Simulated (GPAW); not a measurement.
# NiO (Fm-3m) in GPAW: notebook, part 2 of 2

GPAW 26.7.0.

### 4 Band structure, PBEint, collinear spin, ferromagnetic start

File run.py:

```python
from ase import Atoms
from ase.dft.bandgap import bandgap
from ase.io import write
from ase.units import GPa
from gpaw import GPAW, PW, setup_paths

setup_paths.insert(0, '.')

atoms = Atoms(['Ni', 'O'],
              cell=[[0.0, 2.0859016414, 2.0859016414],
                    [2.0859016414, 0.0, 2.0859016414],
                    [2.0859016414, 2.0859016414, 0.0]],
              scaled_positions=[[0.0, 0.0, 0.0],
                                [0.5, 0.5, 0.5]],
              pbc=True)
atoms.set_initial_magnetic_moments([1.0, 0.0])

calc = GPAW(mode=PW(800),
            xc='GGA_X_PBEINT+GGA_C_PBEINT',
            kpts={'size': (8, 8, 8), 'gamma': True},
            occupations={'name': 'fermi-dirac', 'width': 0.05},
            nbands=22,
            convergence={'density': 1e-05, 'energy': 1e-05},
            maxiter=150,
            txt='gpaw.txt')
atoms.calc = calc
energy = atoms.get_potential_energy()
forces = atoms.get_forces()
stress = atoms.get_stress()
calc.write('gs.gpw')
write('result.traj', atoms)
print(f'Energy: {energy:.6f} eV')
print('Forces (eV/A):')
print(forces.round(4))
print('Stress (GPa):', (stress / GPa).round(3))
print('Moments:', calc.get_magnetic_moments().round(3))
print('Fermi level:', round(calc.get_fermi_level(), 4), 'eV')
print(f'Gap: {bandgap(calc)[0]:.4f} eV, direct: {bandgap(calc, direct=True)[0]:.4f} eV')

path = atoms.cell.bandpath('GXWKGLUWLK,UX', npoints=60, eps=1e-4)
bs_calc = calc.fixed_density(kpts=path, symmetry='off', nbands=31,
                             convergence={'bands': 'CBM+6.0', 'eigenstates': 1e-6}, txt='bands.txt')
bs = bs_calc.band_structure()
bs.write('bs.json')
print(f'Gap on the path: {bandgap(bs_calc)[0]:.4f} eV')
```

Potentials or basis: PAW data sets generated in the run's folder for this functional, pw.

Launch:

```sh
$ gpaw-setup -f GGA_X_PBEINT+GGA_C_PBEINT Ni O
$ OMP_NUM_THREADS=1 python run.py
```

gpaw.txt:

```text
__  _  _
 | _ |_)|_||  |
 |__||  | ||/\| - 26.7.0

Input parameters:
  mode=PW(ecut=800.0),
  convergence={'density': 1e-05, 'energy': 1e-05},
  kpts=MonkhorstPack(size=(8, 8, 8), gamma=True),
  maxiter=150,
  nbands=22,
  occupations=Occupations(name='fermi-dirac', width=0.05),
  xc=XC(name='GGA_X_PBEINT+GGA_C_PBEINT')

Diagonalizing LCAO Hamiltonian
Converting LCAO to pw mode

              O

       Ni

Atoms  # Å, Bohr magnetons
|   | symbol |        x |        y |        z |    initial magnetic moments |
|---|--------|----------|----------|----------|-----------------------------|
| 0 |     Ni | 0.000000 | 0.000000 | 0.000000 | ( 0.0000,  0.0000,  1.0000) |
| 1 |      O | 2.085902 | 2.085902 | 2.085902 | ( 0.0000,  0.0000,  0.0000) |

Unit cell  # Å
| periodic |        x |        y |        z |  lengths |    angles |
[... 233 lines left out ...]

Local magnetic moments
|        x |        y |        z |
|----------|----------|----------|
| 0.000000 | 0.000000 | 1.072713 |  # Ni   0
| 0.000000 | 0.000000 | 0.133613 |  # O    1

Fermi level: 8.113
Eigenvalues  # (at kpt = [0.000, 0.000, 0.000])
| band index |      eig [eV] | occ [0-1] |      eig [eV] | occ [0-1] |
|------------|---------------|-----------|---------------|-----------|
|          0 |       -56.133 |     1.000 |       -54.843 |     1.000 |
|        ... |               |           |               |           |
|          4 |         4.834 |     1.000 |         5.162 |     1.000 |
|          5 |         4.834 |     1.000 |         5.162 |     1.000 |
|          6 |         4.834 |     1.000 |         5.162 |     1.000 |
|          7 |         5.438 |     1.000 |         6.347 |     1.000 |
|          8 |         5.438 |     1.000 |         6.347 |     1.000 |
|          9 |         5.682 |     1.000 |         6.347 |     1.000 |
[... 8 lines left out ...]
|         18 |        30.087 |     0.000 |        30.438 |     0.000 |
|         19 |        30.087 |     0.000 |        30.438 |     0.000 |
|        ... |               |           |               |           |
|         21 |        33.615 |     0.000 |        34.088 |     0.000 |

No gap
No difference between direct/indirect transitions

Forces  # eV/Ang
|        x |       y |        z |
|----------|---------|----------|
| -0.00000 | 0.00000 | -0.00000 |  # Ni   0
|  0.00000 | 0.00000 |  0.00000 |  # O    1

Stress tensor  # eV/Ang^3
|        x |         y |         z |
|----------|-----------|-----------|
| 0.005035 |  0.000000 |  0.000000 |
| 0.000000 |  0.005035 | -0.000000 |
| 0.000000 | -0.000000 |  0.005035 |

# Writing to gs.gpw (mode='')
```

bands.txt:

```text
Diagonalizing LCAO Hamiltonian
Converting LCAO to pw mode
convergence criteria:
- Maximum integral of absolute [eigenst]ate change: 1e-06 eV^2 / valence electron
maximum number of iterations: 150

SCF iterations
|iter     | |      energy | eigst |  dens |  magmom |
|---------|-|-------------|-------|-------|---------|
[... 65 lines left out ...]
         [0.41071429, 0.41071429, 0.67857143],
         [0.39285714, 0.39285714, 0.71428571],
         [0.375     , 0.375     , 0.75      ],
         [0.625     , 0.25      , 0.625     ],
         [0.59375   , 0.1875    , 0.59375   ],
         [0.5625    , 0.125     , 0.5625    ],
         [0.53125   , 0.0625    , 0.53125   ],
         [0.5       , 0.        , 0.5       ]])),
  maxiter=150,
  nbands=31,
  occupations=Occupations(name='fermi-dirac', width=0.05),
  symmetry=Symmetry(point_group=False, time_reversal=False),
  xc=XC(name='GGA_X_PBEINT+GGA_C_PBEINT')
```

Wall time 38 s (1 thread of Intel Xeon 6975P-C (Granite Rapids), shared host); peak memory 0.26 GiB.

What came out:

```yaml
Free_energy: -13.7789 eV
Pressure: -0.8 GPa
Band_gap_along_the_path: none (metal or under the smearing width)
Net_moment: 1.26 μB per cell
Site_moments: Ni +1.07; O +0.13 μB
```

Levels at the corners of the path, in eV from the Fermi level:
Spin up:
```tsv
point	band 10	band 11	band 12	band 13
Γ	-2.43	-2.43	-2.43	1.27
X	-1.73	-1.33	-1.33	5.98
W	-1.69	-1.32	-0.88	8.33
K	-1.46	-1.25	-0.84	7.61
Γ	-2.43	-2.43	-2.43	1.27
L	-1.17	0.57	0.57	5.22
U	-1.46	-1.25	-0.84	7.61
W	-1.69	-1.32	-0.88	8.33
L	-1.17	0.57	0.57	5.22
K	-1.46	-1.25	-0.84	7.61
U	-1.46	-1.25	-0.84	7.61
X	-1.73	-1.33	-1.33	5.98
```
Spin down:
| point | band 6 | band 7 | band 8 | band 9 | band 10 | band 11 | band 12 | band 13 |
| --- | --- | --- | --- | --- | --- | --- | --- | --- |
| Γ | -2.95 | -2.95 | -1.77 | -1.77 | -1.77 | -0.91 | -0.91 | 1.51 |
| X | -4.30 | -4.30 | -2.83 | -0.58 | -0.58 | -0.47 | 0.09 | 6.30 |
| W | -6.18 | -5.59 | -1.02 | -1.02 | -0.58 | -0.05 | 0.71 | 8.72 |
| K | -6.22 | -4.84 | -1.64 | -0.72 | -0.53 | 0.23 | 0.72 | 7.94 |
| Γ | -2.95 | -2.95 | -1.77 | -1.77 | -1.77 | -0.91 | -0.91 | 1.51 |
| L | -5.20 | -5.20 | -0.83 | -0.83 | -0.47 | 1.97 | 1.97 | 5.34 |
| U | -6.22 | -4.84 | -1.64 | -0.72 | -0.53 | 0.23 | 0.72 | 7.94 |
| W | -6.18 | -5.59 | -1.02 | -1.02 | -0.58 | -0.05 | 0.71 | 8.72 |
| L | -5.20 | -5.20 | -0.83 | -0.83 | -0.47 | 1.97 | 1.97 | 5.34 |
| K | -6.22 | -4.84 | -1.64 | -0.72 | -0.53 | 0.23 | 0.72 | 7.94 |
| U | -6.22 | -4.84 | -1.64 | -0.72 | -0.53 | 0.23 | 0.72 | 7.94 |
| X | -4.30 | -4.30 | -2.83 | -0.58 | -0.58 | -0.47 | 0.09 | 6.30 |

Caveat: the stock nickel data set gives pressures a few GPa off other programs; a cell with one magnetic atom can't hold antiferromagnetic order, which such compounds often take; semilocal functionals often make such compounds metallic where correlation or magnetic order opens a gap, which also shifts bond lengths.

### 5 Comparison with measurements

Step 3. Against the measured gap of NiO, 4.3 eV (quoted in “Local correlations, non-local screening, multiplets, and band formation in NiO”, 2012, arxiv:1210.6675), the calculated 0.00 eV is off by -4.30 eV. So large a miss can be the level of theory's own, or it may mean another phase, state or a wrong row. The value is that of BP86, without temperature or zero-point motion. The run's magnetic order (collinear spin, ferromagnetic start) needn't be the measured crystal's.

Step 4. A measured gap of NiO is 4.3 eV (quoted in “Local correlations, non-local screening, multiplets, and band formation in NiO”, 2012, arxiv:1210.6675); the calculated 0.00 eV misses it by -4.30 eV. So large a miss can be the level of theory's own, or it may mean another phase, state or a wrong row. The value is that of PBEint, without temperature or zero-point motion. The run's magnetic order (collinear spin, ferromagnetic start) needn't be the measured crystal's.
